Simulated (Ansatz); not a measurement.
# GaAs (F-43m) in Ansatz: further runs, part 2 of 2

Ansatz 0.2.0.

## Step 4: Relaxation of cell and atoms, RPBE+D3(BJ)

File input.yaml:

```yaml
crystal:
  lattice:
    - [0.0, 2.82685, 2.82685]
    - [2.82685, 0.0, 2.82685]
    - [2.82685, 2.82685, 0.0]
  atoms:
    - { symbol: As, position: [0.75, 0.75, 0.75] }
    - { symbol: Ga, position: [0.0, 0.0, 0.0] }
kpoints:
  mp_grid: { grid: [8, 8, 8] }
scf:
  occupations: { method: fermi_dirac, width: 0.05 }
hamiltonian:
  xc: rpbe
  dispersion: d3bj
  pseudopotentials: { kind: all_electron, lapw: { basis_error: 0.001 } }
output:
  forces: true
  stress: true
relax:
  f_tol: 0.005
  max_steps: 60
  cell: {}
```

Launch:

```bash
> ansatz run input.yaml --threads 1 --pin off --max-ram 3072MiB --backend cpu --events-out ev --progress --plain --runs-dir out
```

It took 86 s on 1 thread of Intel Xeon at 2.50GHz (Skylake/Cascade Lake), shared host; peak memory 0.34 GiB.

Results (log left out):

```
Free energy                            : -114438.7325 eV
Relaxed volume                         : 20.75 Å³/atom
Relaxed cell                           : a = 3.886 Å, b = 3.886 Å, c = 3.886 Å, α = 60.00°, β = 60.00°, γ = 60.00°
Space group after relaxing (to 0.05 Å) : F-43m (No. 216)
Energy gained by relaxing              : 35.8 meV/atom
Ionic steps                            : 5
Pressure after relaxing                : 0.0 GPa
Band gap on the k mesh                 : 1.31 eV
```

Step by step:
```
step  energy change (eV)  largest force (eV/Å)  volume (Å³)
   1              0.0000                0.0000        45.18
   2             -0.0686                0.0000        42.20
   3             -0.0715                0.0000        41.38
   4             -0.0716                0.0000        41.49
   5             -0.0716                0.0000        41.49
```

Final structure:
```
As Ga
1.0
     0.00000    2.74775    2.74775
     2.74775    0.00000    2.74775
     2.74775    2.74775    0.00000
As Ga
1 1
Direct
  0.75000 0.75000 0.75000
  0.00000 0.00000 0.00000
```

A k mesh can miss the band edges. As with any semilocal functional, this RPBE gap is likely too small.

## Step 5: Relaxation of cell and atoms, revPBE+D3(BJ)

Edit input.yaml of step 4 so:

```diff
@@ -13,3 +13,3 @@
 hamiltonian:
-  xc: rpbe
+  xc: revpbe
   dispersion: d3bj
@@ -20,3 +20,3 @@
 relax:
-  f_tol: 0.005
+  f_tol: 0.02
   max_steps: 60
```

Launch:

```bash
> ansatz run input.yaml --threads 1 --pin off --max-ram 3072MiB --backend cpu --events-out ev --progress --plain --runs-dir out
```

Wall time 49 s (1 thread of Intel Xeon at 2.50GHz (Skylake/Cascade Lake), shared host); peak memory 0.34 GiB.

The run converged. Its results:

```yaml
Free_energy: -114433.8519 eV
Relaxed_volume: 22.55 Å³/atom
Relaxed_cell: a = 3.995 Å, b = 3.995 Å, c = 3.995 Å, α = 60.00°, β = 60.00°, γ = 60.00°
Space_group_after_relaxing_to_0.05_Å: F-43m (No. 216)
Energy_gained_by_relaxing: 0.0 meV/atom
Ionic_steps: 3
Pressure_after_relaxing: 0.0 GPa
Band_gap_on_the_k_mesh: 0.63 eV
```

Final structure:
```
As Ga
1.0
     0.00000    2.82515    2.82515
     2.82515    0.00000    2.82515
     2.82515    2.82515    0.00000
As Ga
1 1
Direct
  0.75000 0.75000 0.75000
  0.00000 0.00000 0.00000
```

## Step 6: Single point, PBE

File input.yaml:

```yaml
crystal:
  lattice:
    - [0.0, 2.82685, 2.82685]
    - [2.82685, 0.0, 2.82685]
    - [2.82685, 2.82685, 0.0]
  atoms:
    - { symbol: As, position: [0.75, 0.75, 0.75] }
    - { symbol: Ga, position: [0.0, 0.0, 0.0] }
kpoints:
  mp_grid: { grid: [5, 5, 5] }
scf:
  occupations: { method: fermi_dirac, width: 0.03 }
hamiltonian:
  xc: pbe
  pseudopotentials: { kind: all_electron, lapw: { basis_error: 0.002 } }
output:
  forces: true
  stress: true
  eigenvalues: true
```

Potentials or basis: all-electron LAPW, scalar-relativistic.

Launch:

```bash
> ansatz run input.yaml --threads 1 --pin off --max-ram 3072MiB --backend cpu --events-out ev --progress --plain --runs-dir out
```

It took 5.8 s on 1 thread of Arm Neoverse V1, shared host; peak memory 0.24 GiB.

Results (log left out):

| Property | Result |
| --- | --- |
| Free energy | -114424.3919 eV |
| Pressure | 3.3 GPa |
| Band gap on the k mesh | 0.52 eV, direct |

Levels at points of the mesh, in eV from the valence-band top:
| k point | band 18 | band 19 | band 20 | band 21 | band 22 | band 23 | band 24 | band 25 | band 26 | band 27 |
| --- | --- | --- | --- | --- | --- | --- | --- | --- | --- | --- |
| (0.00, 0.00, 0.00) | -14.72 | -12.73 | 0.00 | 0.00 | 0.00 | 0.52 | 3.73 | 3.73 | 3.73 | 7.59 |

## Step 7: Summary

```tsv
task	level	cell	k mesh	cutoff (eV)	smearing	basis error allowed	gap on the mesh (eV)	pressure (GPa)	relaxed volume (Å³/atom)
single point	PBE	as given	8 × 8 × 8	316	gaussian 0.021 eV	0.001 eV/atom	0.52	3.3	-
relaxation of cell and atoms	LDA	relaxed	8 × 8 × 8	-	fermi-dirac 0.05 eV	0.001 eV/atom	0.48	0.0	21.99
relaxation of cell and atoms	RPBE+D3(BJ)	relaxed	8 × 8 × 8	-	fermi-dirac 0.05 eV	0.001 eV/atom	1.31	0.0	20.75
relaxation of cell and atoms	revPBE+D3(BJ)	relaxed	8 × 8 × 8	-	fermi-dirac 0.05 eV	0.001 eV/atom	0.63	0.0	22.55
single point	PBE	as given	5 × 5 × 5	291	fermi-dirac 0.03 eV	0.002 eV/atom	0.52	3.3	-
```

Alike in all rows: potentials or basis all-electron LAPW, scalar-relativistic; no spin polarisation.

Compare energies only between runs with the same functional and basis.

## Step 8: Against experiment

Step 2. Against the measured gap of GaAs, 1.418 eV (direct; 300 K; “Evidence of valence band perturbations in GaAsN/GaAs(001): A combined variable-angle spectroscopic ellipsometry and modulated photoreflectance investigation”, 2008, arxiv:0805.2212), the calculated 0.52 eV is off by -0.90 eV. 3 values of this kind are on record (1.412 to 1.51 eV); this one was drawn at random among those near their median, those with a stated uncertainty first. Spin-orbit coupling on As, Ga is left out. The value is that of PBE on a finite k mesh, which can miss the band edges, without temperature or zero-point motion. Semilocal functionals fall short of measured gaps as a rule.

Step 6. A measured gap of GaAs is 1.412 eV (direct; 300 K; “Evidence of valence band perturbations in GaAsN/GaAs(001): A combined variable-angle spectroscopic ellipsometry and modulated photoreflectance investigation”, 2008, arxiv:0805.2212); the calculated 0.52 eV misses it by -0.90 eV. 3 values of this kind are on record (1.412 to 1.51 eV); this one was drawn at random among those near their median, those with a stated uncertainty first. Spin-orbit coupling on As, Ga is left out. The value is that of PBE, without temperature or zero-point motion. Semilocal functionals fall short of measured gaps as a rule.
